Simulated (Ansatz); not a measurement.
## KF (model cell, started as layered BN type): the cell at rest

Wanted: the relaxed cell of KF (model cell, started as layered BN type).

Method: DFT PBE, scalar-relativistic, plane waves, PAW, in Ansatz 0.2.0.

The structure was built from a prototype and need not be the compound's stable phase.

### Step 1. The structure

Symmetry: P6_3/mmc, No. 194, hexagonal system. Conventional cell: a = 4.318 Å, b = 4.318 Å, c = 6.233 Å, α = 90.00°, β = 90.00°, γ = 120.00°. K has 5 F at 2.49 to 3.12 Å nearest. F has 5 K at 2.49 to 3.12 Å nearest. Farther neighbours and most contacts between anions are not listed.

### Step 2. Probe on a coarse mesh

A quick single point on a coarse mesh tells whether the cell has a gap and how far it is from rest, which sets the k mesh and smearing that follow.

Contents of input.yaml:

```yaml
crystal:
  lattice:
    - [4.31835, 0.0, 0.0]
    - [-2.15917, 3.7398, 0.0]
    - [0.0, 0.0, 6.233]
  atoms:
    - { symbol: K, position: [0.333333, 0.666667, 0.25] }
    - { symbol: K, position: [0.666667, 0.333333, 0.75] }
    - { symbol: F, position: [0.666667, 0.333333, 0.25] }
    - { symbol: F, position: [0.333333, 0.666667, 0.75] }
kpoints:
  mp_grid: { grid: [6, 6, 4] }
hamiltonian:
  xc: pbe
scf:
  occupations: { method: gaussian, width: 0.1 }
output:
  forces: true
  stress: true
  eigenvalues: true
```

Started as:

```bash
$ ansatz run input.yaml --threads 4 --pin off --max-ram 7168MiB --backend cpu --events-out ev --progress --plain --runs-dir out
```

Numbers of over 12 decimals in the logs are rounded to 6 here.

Output:

```text
[...]
--- Band table (eV; the first three rows and the last of 21) ---
  k-point 0: bands = [... 12 lower, -0.6023, -0.5983, -0.5983, -0.3806, 4.7839, 8.8042, 9.1111, 10.3927]
  k-point 1: bands = [... 12 lower, -0.6036, -0.6006, -0.6006, -0.4802, 5.1815, 7.5117, 10.1175, 10.5154]
  k-point 2: bands = [... 12 lower, -0.6039, -0.6039, -0.6039, -0.6039, 6.1838, 6.1838, 10.5970, 10.5970]
  k-point 20: bands = [... 12 lower, -0.5608, -0.5608, -0.3450, -0.3450, 7.4457, 7.4457, 9.2782, 9.2782]
[key lines of the parts left out:]
SCF converged after 6 iterations
Free energy (F): -4697.247495 eV
Fermi energy:    2.246476 eV
P = ⅓ Tr σ = 0.5580 GPa (5.580 kbar)
```

Run time: 0.74 s. Hardware: 4 threads of Arm Neoverse V1, shared host; peak memory 0.35 GiB; 2.5 s of CPU time.

Numbers from this step:

```yaml
pressure: 0.5580 GPa
gap_on_the_k_mesh: 5.076 eV
volume_per_atom: 25.17 Å³
direct_gap_on_mesh: 5.164 eV
```

The coarse mesh shows a gap of 5.08 eV and a pressure of 0.6 GPa.

### Step 3. Bringing the structure to rest

The cell and atoms are relaxed, since residual forces and stress would shift the frequencies.

input.yaml, the sections that differ from step 2:

```yaml
scf:
  occupations: { method: gaussian, width: 0.02 }
output:
  forces: true
  stress: true
  eigenvalues: true
  write_density: true
  write_potential: true
  elf: true
  volumetric_format: npy
relax:
  adjacent_minimum: "off"
  f_tol: 0.005
  max_steps: 80
  cell: { stress_tol: 0.05 }
# crystal, kpoints, hamiltonian: as in step 2
```

Output:

```text
[...]
Crystal: 4 atoms, lattice volume = 100.661 Å³
Basis set: ecut = 420 eV, 1983 PW (Γ), exchange–correlation on 60×60×90 points (8 copies of the dense FFT grid, shifted against one another)
Bands: 20, of which v1, the nominal top of the filled ones, is band 16 counted from 1 (15 counted from 0)
Symmetry: 24 space group operations
[...]
k-points: 21 of 144
[...]
SCF iter   1: F=—  HF=-4697.247616 eV  |F-HF|=—  |Δ(HF+E_count)|=         —  Δρ=5.25e-4  dr2=2.03e-4  ethr=1.77e-3  ⟨swp⟩=6.6  Hψ=2302  notcnv=0
[...]
SCF iter   6: F=-4697.247495 eV  HF=-4697.247495 eV  |F-HF|=8.67e-9  |Δ(HF+E_count)|=   4.17e-7  Δρ=6.32e-6  dr2=2.34e-8  ethr=3.13e-10  ⟨swp⟩=6.7  Hψ=2983  notcnv=0
SCF 1 converged in 6 iterations: F = -4697.247495 eV  dr2 = 2.34e-8
[...]
relax step   1: F+E_penalty+E_count = -4697.24749467 eV  Δ(F+E_penalty+E_count) = +0.000e0 eV  max|allowed force component| = 2.197e-17 eV/Å  Δτ_max = 0.0000 Å  P = +0.558 GPa  Ω = 100.661 Å³  (6 SCF iters, dr2 threshold 1.00e-7 eV, accepted)
Crystal: 4 atoms, lattice volume = 99.293 Å³
Basis set: ecut = 420 eV, 1945 PW (Γ), exchange–correlation on 60×60×90 points (8 copies of the dense FFT grid, shifted against one another)
[...]
iter 1 solved again at ethr=2.77e-5 eV; its pass at ethr=3.10e-3 eV (dr2=8.85e-3 eV) is discarded
[...]
SCF iter   6: F=-4697.355840 eV  HF=-4697.355840 eV  |F-HF|=2.42e-8  |Δ(HF+E_count)|=   1.98e-7  Δρ=4.33e-6  dr2=1.92e-8  ethr=1.16e-9  ⟨swp⟩=5.2  Hψ=2599  notcnv=0
SCF 2 converged in 6 iterations: F = -4697.355840 eV  dr2 = 1.92e-8
relax step   2: F+E_penalty+E_count = -4697.35584016 eV  Δ(F+E_penalty+E_count) = -1.083e-1 eV  max|allowed force component| = 5.898e-17 eV/Å  Δτ_max = 0.0000 Å  P = -0.055 GPa  Ω = 99.293 Å³  energy of the carried Pulay correction = +1.934e-3 eV  (6 SCF iters, dr2 threshold 4.00e-7 eV, accepted)
Crystal: 4 atoms, lattice volume = 95.997 Å³
Basis set: ecut = 420 eV, 1885 PW (Γ), exchange–correlation on 60×60×90 points (8 copies of the dense FFT grid, shifted against one another)
[...]
SCF iter   6: F=-4697.427902 eV  HF=-4697.427902 eV  |F-HF|=4.54e-8  |Δ(HF+E_count)|=   7.35e-7  Δρ=6.61e-6  dr2=4.17e-8  ethr=1.25e-9  ⟨swp⟩=10.5  Hψ=3338  notcnv=0
SCF 3 converged in 6 iterations: F = -4697.427902 eV  dr2 = 4.17e-8
relax step   3: F+E_penalty+E_count = -4697.42790245 eV  Δ(F+E_penalty+E_count) = -7.206e-2 eV  max|allowed force component| = 2.660e-17 eV/Å  Δτ_max = 0.0000 Å  P = +0.178 GPa  Ω = 95.997 Å³  energy of the carried Pulay correction = +6.918e-3 eV  (6 SCF iters, dr2 threshold 4.00e-7 eV, accepted)
[...]
relax step   4: F+E_penalty+E_count = -4697.43713764 eV  Δ(F+E_penalty+E_count) = -9.235e-3 eV  max|allowed force component| = 2.082e-17 eV/Å  Δτ_max = 0.0000 Å  P = -0.768 GPa  Ω = 98.166 Å³  energy of the carried Pulay correction = +3.396e-3 eV  (6 SCF iters, dr2 threshold 4.00e-7 eV, accepted)
[...]
relax step   5: F+E_penalty+E_count = -4697.45309566 eV  Δ(F+E_penalty+E_count) = -1.596e-2 eV  max|allowed force component| = 5.089e-17 eV/Å  Δτ_max = 0.0000 Å  P = +0.313 GPa  Ω = 94.497 Å³  energy of the carried Pulay correction = +9.187e-3 eV  (6 SCF iters, dr2 threshold 4.00e-7 eV, accepted)
[...]
relax step   6: F+E_penalty+E_count = -4697.45283287 eV  Δ(F+E_penalty+E_count) = +2.628e-4 eV  max|allowed force component| = 5.204e-17 eV/Å  Δτ_max = 0.0000 Å  P = +0.020 GPa  Ω = 95.506 Å³  energy of the carried Pulay correction = +7.591e-3 eV  (5 SCF iters, dr2 threshold 4.00e-7 eV, accepted)
[...]
relax step   7: F+E_penalty+E_count = -4697.46321036 eV  Δ(F+E_penalty+E_count) = -1.038e-2 eV  max|allowed force component| = 4.742e-17 eV/Å  Δτ_max = 0.0000 Å  P = +0.174 GPa  Ω = 95.506 Å³  stress off target by 3.32e-1 GPa  SCF on the basis re-selected at this cell (its energy is not comparable with the rows above)  (7 SCF iters)
[...]
relax step   8: F+E_penalty+E_count = -4697.46385282 eV  Δ(F+E_penalty+E_count) = -6.425e-4 eV  max|allowed force component| = 4.279e-17 eV/Å  Δτ_max = 0.0000 Å  P = +0.048 GPa  Ω = 95.996 Å³  energy of the carried Pulay correction = -7.681e-4 eV  (5 SCF iters, dr2 threshold 2.75e-7 eV, accepted)
[...]
relax step   9: F+E_penalty+E_count = -4697.46362012 eV  Δ(F+E_penalty+E_count) = +2.327e-4 eV  max|allowed force component| = 4.915e-17 eV/Å  Δτ_max = 0.0000 Å  P = +0.000 GPa  Ω = 96.177 Å³  energy of the carried Pulay correction = -1.047e-3 eV  (5 SCF iters, dr2 threshold 1.16e-8 eV, accepted)
Basis set: ecut = 420 eV, 1859 PW (Γ), exchange–correlation on 64×64×72 points (8 copies of the dense FFT grid, shifted against one another)
[...]
SCF iter   7: F=-4697.464669 eV  HF=-4697.464669 eV  |F-HF|=9.09e-13  |Δ(HF+E_count)|=  2.91e-11  Δρ=7.26e-8  dr2=2.95e-12  ethr=1.00e-12  ⟨swp⟩=5.0  Hψ=1742  notcnv=0
SCF 10 converged in 7 iterations: F = -4697.464669 eV  dr2 = 2.95e-12
relax step  10: F+E_penalty+E_count = -4697.46466855 eV  Δ(F+E_penalty+E_count) = -1.048e-3 eV  max|allowed force component| = 5.320e-17 eV/Å  Δτ_max = 0.0000 Å  P = +0.026 GPa  Ω = 96.177 Å³  stress off target by 4.25e-2 GPa  SCF on the basis re-selected at this cell (its energy is not comparable with the rows above)  (7 SCF iters)
[...]
SCF converged after 7 iterations
Free energy (F): -4697.464669 eV
[...]
Internal energy: -4697.464669 eV  (E = F + TS)
E sigma→0 (E₀):  -4697.464669 eV
Fermi energy:    2.576728 eV
[...]
--- Stress (GPa, compression-positive) ---
        0.042513      -0.000000       0.000000
       -0.000000       0.042513       0.000000
        0.000000       0.000000      -0.005861
  P = ⅓ Tr σ = 0.0264 GPa (0.264 kbar)
--- Band table (eV; the first three rows and the last of 21) ---
  k-point 0: bands = [... 12 lower, -0.3224, -0.3224, -0.2281, -0.0469, 5.2003, 9.6132, 10.3334, 10.3334]
  k-point 1: bands = [... 12 lower, -0.3388, -0.3354, -0.3354, -0.2674, 5.6547, 8.3099, 10.3647, 10.3647]
  k-point 2: bands = [... 12 lower, -0.3489, -0.3489, -0.3489, -0.3489, 6.7780, 6.7780, 10.7018, 10.7018]
  k-point 20: bands = [... 12 lower, -0.3078, -0.3078, -0.2032, -0.2032, 7.7989, 7.7989, 10.0792, 10.0792]
--- Relaxed structure (8 steps of the walk, 8 accepted, 2 SCFs on fresh bases) ---
  F+E_penalty+E_count = -4697.46466855 eV   max|allowed force component| = 5.320e-17 eV/Å   (the final SCF, on the basis selected at the relaxed cell)
  cell:  # Å, volume = 96.1768 Å³
    - [4.545292, -3.038458817731959e-6, 0.0]
    - [-2.272643, 3.936340, 0.0]
    - [0.0, 0.0, 5.375465]
  atoms:
    - { symbol: K, position: [0.333333, 0.666667, 0.250000] }
    - { symbol: K, position: [0.666667, 0.333333, 0.750000] }
    - { symbol: F, position: [0.666667, 0.333333, 0.250000] }
    - { symbol: F, position: [0.333333, 0.666667, 0.750000] }
```

It took 8.1 s on 4 threads; peak memory 0.39 GiB; 29 s of CPU time.

Relaxation path:

```tsv
step	energy less that of the first step (eV)	largest force component (eV/Å)	pressure (GPa)	volume (Å³)
1	0.0000	0.0000	0.56	100.66
2	-0.1083	0.0000	-0.06	99.29
3	-0.1804	0.0000	0.18	96.00
4	-0.1896	0.0000	-0.77	98.17
5	-0.2056	0.0000	0.31	94.50
6	-0.2053	0.0000	0.02	95.51
7*	-0.2157	0.0000	0.17	95.51
8	-0.2164	0.0000	0.05	96.00
9	-0.2161	0.0000	0.00	96.18
10*	-0.2172	0.0000	0.03	96.18
```

Relaxation steps marked * repeat the geometry before them on a plane-wave basis chosen anew for their cell, so energy and pressure can jump there.

The run keeps the 24 symmetry operations that it works with, so distortions that break them were not tested.

```tsv
cell as run	before	after	change
a (Å)	4.318	4.545	+5.3 %
b (Å)	4.318	4.545	+5.3 %
c (Å)	6.233	5.375	-13.8 %
volume (Å³/atom)	25.17	24.04	-4.5 %
```

Numbers from this step:

```yaml
pressure: 0.02639 GPa
gap_on_the_k_mesh: 5.247 eV
volume_per_atom: 24.04 Å³
direct_gap_on_mesh: 5.247 eV
```

Electrostatic potential energy in the ac plane at fractional y = 0.333, with atoms of K and F within 0.2 Å of it. With pseudopotentials it is smooth inside the atoms' cores, unlike the true potential.

Values in eV, 16 rows by 14 columns, each cell a mean:
```
  6   6   6   6   6   5   4   3   0  -1   0   2   4   5
  6   7   7   7   6   5   2  -4 -14 -20 -17  -6   1   4
  6   7   7   7   6   4  -1 -15 -33 -38 -36 -20  -4   3
  6   7   7   7   6   4  -4 -23 -40 -41 -40 -29  -8   2
  6   7   7   7   6   4  -2 -19 -37 -40 -39 -25  -6   3
  6   7   7   7   6   5   1  -8 -23 -30 -26 -12  -1   4
  6   6   7   6   6   5   4   1  -3  -6  -5   0   3   5
  6   6   6   6   6   6   5   5   4   3   4   5   5   6
  6   5   5   5   6   6   6   7   6   6   6   7   6   6
  5   5   4   5   5   6   7   7   4  -1   2   7   7   6
  5   4   3   4   5   6   7   3 -21 -32 -26  -2   7   7
  5   4   3   3   5   6   7  -4 -34 -40 -37 -13   6   7
  5   4   3   3   5   6   7  -1 -29 -38 -34  -8   6   7
  5   4   4   4   5   6   7   7  -3 -13  -7   6   7   7
  6   5   5   5   5   6   7   7   7   6   6   7   7   6
  6   6   6   6   6   6   6   6   5   5   5   6   6   6
```
Columns run along a (4.5 Å; values clipped at the 3rd and 97th percentile), rows up along c (5.4 Å). Atoms in or near the plane, at fractional coordinates: K at (0.67, 0.75), F at (0.67, 0.25).

Valence density in the ac plane at fractional y = 0.333, with atoms of K and F within 0.2 Å of it. It is the smooth field of the valence electrons, not physical close to the nuclei.

Values in e/Å³, 16 rows by 14 columns, each cell a mean:
```
 0  0  0  0  0  0  0  0  0  0  0  0  0  0
 0  0  0  0  0  0  0  0  1  2  1  1  0  0
 0  0  0  0  0  0  0  1  3  3  3  2  0  0
 0  0  0  0  0  0  0  2  4  4  4  2  1  0
 0  0  0  0  0  0  0  1  3  4  4  2  1  0
 0  0  0  0  0  0  0  1  2  2  2  1  0  0
 0  0  0  0  0  0  0  0  0  1  1  0  0  0
 0  0  0  0  0  0  0  0  0  0  0  0  0  0
 0  0  0  0  0  0  0  0  0  0  0  0  0  0
 0  0  0  0  0  0  0  0  1  1  1  0  0  0
 0  0  0  0  0  0  0  1  3  6  4  1  0  0
 0  0  0  0  0  0  0  1  6 11  8  2  0  0
 0  0  0  0  0  0  0  1  5  9  6  2  0  0
 0  0  0  0  0  0  0  0  1  2  2  1  0  0
 0  0  0  0  0  0  0  0  0  0  0  0  0  0
 0  0  0  0  0  0  0  0  0  0  0  0  0  0
```
Columns run along a (4.5 Å), rows up along c (5.4 Å). Atoms in or near the plane, at fractional coordinates: K at (0.67, 0.75), F at (0.67, 0.25).

ELF in the ac plane at fractional y = 0.333, with atoms of K and F within 0.2 Å of it. It is the smooth field of the valence electrons, not physical close to the nuclei.

Values, 16 rows by 14 columns, each cell a mean:
```
0.01 0.03 0.04 0.03 0.01 0.01 0.06 0.19 0.36 0.42 0.39 0.24 0.09 0.02
0.02 0.08 0.15 0.11 0.04 0.04 0.29 0.64 0.81 0.84 0.82 0.71 0.39 0.07
0.03 0.13 0.25 0.18 0.05 0.08 0.51 0.83 0.86 0.82 0.85 0.86 0.63 0.15
0.03 0.16 0.30 0.21 0.06 0.11 0.61 0.86 0.79 0.63 0.73 0.87 0.72 0.21
0.03 0.14 0.28 0.20 0.06 0.09 0.56 0.85 0.83 0.74 0.80 0.87 0.68 0.18
0.02 0.11 0.20 0.14 0.04 0.05 0.40 0.76 0.86 0.86 0.86 0.81 0.52 0.11
0.01 0.04 0.08 0.06 0.02 0.02 0.13 0.37 0.59 0.66 0.62 0.45 0.18 0.03
0.01 0.01 0.01 0.01 0.01 0.01 0.02 0.05 0.09 0.11 0.10 0.06 0.03 0.01
0.01 0.01 0.01 0.01 0.01 0.02 0.07 0.15 0.23 0.27 0.25 0.18 0.09 0.03
0.01 0.04 0.08 0.06 0.02 0.05 0.26 0.53 0.70 0.74 0.72 0.59 0.34 0.08
0.03 0.10 0.22 0.16 0.05 0.07 0.41 0.71 0.80 0.76 0.79 0.76 0.51 0.13
0.03 0.14 0.30 0.21 0.06 0.08 0.46 0.76 0.75 0.56 0.68 0.79 0.58 0.15
0.03 0.13 0.27 0.19 0.05 0.08 0.44 0.75 0.78 0.67 0.74 0.79 0.55 0.14
0.02 0.06 0.13 0.09 0.03 0.06 0.33 0.62 0.77 0.79 0.78 0.68 0.42 0.10
0.01 0.02 0.03 0.03 0.01 0.03 0.14 0.31 0.45 0.50 0.47 0.36 0.19 0.05
0.00 0.01 0.01 0.01 0.01 0.01 0.02 0.04 0.06 0.07 0.06 0.05 0.03 0.01
```
Columns run along a (4.5 Å), rows up along c (5.4 Å). Atoms in or near the plane, at fractional coordinates: K at (0.67, 0.75), F at (0.67, 0.25).

In this step the volume went from 25.17 to 24.04 Å³/atom.

### Step 4. Relaxing to small forces for the phonons

Phonons need a cell at rest on their own settings, so the relaxation is repeated with tight tolerances on forces and stress, using the mesh and the filling of the phonon run that follows.

Contents of input.yaml:

```yaml
crystal:
  lattice:
    - [4.5452918021, -3.0385e-06, 0.0]
    - [-2.2726432697, 3.9363396875, 0.0]
    - [0.0, 0.0, 5.3754646161]
  atoms:
    - { symbol: K, position: [0.3333333333, 0.6666666667, 0.25] }
    - { symbol: K, position: [0.6666666667, 0.3333333333, 0.75] }
    - { symbol: F, position: [0.6666666667, 0.3333333333, 0.25] }
    - { symbol: F, position: [0.3333333333, 0.6666666667, 0.75] }
kpoints:
  mp_grid: { grid: [6, 6, 4] }
hamiltonian:
  xc: pbe
scf:
  occupations: { method: fixed }
output:
  forces: true
  stress: true
  eigenvalues: true
relax:
  adjacent_minimum: "off"
  f_tol: 0.001
  max_steps: 60
  cell: { stress_tol: 0.01 }
```

Output:

```text
[...]
Crystal: 4 atoms, lattice volume = 96.177 Å³
Basis set: ecut = 420 eV, 1859 PW (Γ), exchange–correlation on 64×64×72 points (8 copies of the dense FFT grid, shifted against one another)
Bands: 20, of which v1, the nominal top of the filled ones, is band 16 counted from 1 (15 counted from 0)
[... 1 set-up line as in the run before ...]
[...]
k-points: 21 of 144
[...]
--- Relaxed structure (3 steps of the walk, 3 accepted, 1 SCFs on fresh bases) ---
[...]
cell:  # Å, volume = 96.2843 Å³
    - [4.548822, -3.0408202770081353e-6, 0.0]
    - [-2.274408, 3.939397, 0.0]
    - [0.0, 0.0, 5.373124]
  atoms:
    - { symbol: K, position: [0.333333, 0.666667, 0.25] }
    - { symbol: K, position: [0.666667, 0.333333, 0.750000] }
    - { symbol: F, position: [0.666667, 0.333333, 0.25] }
    - { symbol: F, position: [0.333333, 0.666667, 0.750000] }
[key lines of the parts left out:]
SCF converged after 8 iterations
Free energy (F): -4697.464681 eV
Fermi energy:    -0.051895 eV
P = ⅓ Tr σ = 0.0033 GPa (0.033 kbar)
```

It took 2.9 s on 4 threads; peak memory 0.37 GiB; 10 s of CPU time.

Little changed from the start: no atom moved by 0.005 Å and no cell edge by 0.1 %.

A gap read on the k-mesh alone can miss the band edges.

Numbers from this step:

```
pressure           : 0.003289 GPa
gap on the k-mesh  : 5.243 eV
volume per atom    : 24.07 Å³
direct gap on mesh : 5.243 eV
```

The forces vanish by symmetry and the pressure is 0.003 GPa, within the tolerances set. The cell now holds 24.07 Å³/atom.

### Step 5. Results

```
space group after relaxation (within 0.01 Å) : P6_3/mmc
lattice constant a                           : 4.549 Å
lattice constant b                           : 4.549 Å
lattice constant c                           : 5.373 Å
volume per atom                              : 24.1 Å³
gap on the k-mesh                            : 5.24 eV
```

What this shows: The forces vanish by symmetry and the pressure is 0.003 GPa, within the tolerances set. The cell now holds 24.07 Å³/atom. The relaxation keeps the symmetry of its start, so it says nothing on stability against lower symmetry. The starting cell was built on a prototype and not taken from a measurement, so the phase need not exist.

[Logs are printed without paths, hosts, clocks, repeated set-up lines and the standing remarks that a program may print on its own settings, such as how far it seeks lower states.]

[Hosts, paths, dates, database ids (printed as entryN), source tags and the programs' standing remarks are cut or masked in the printed files.]
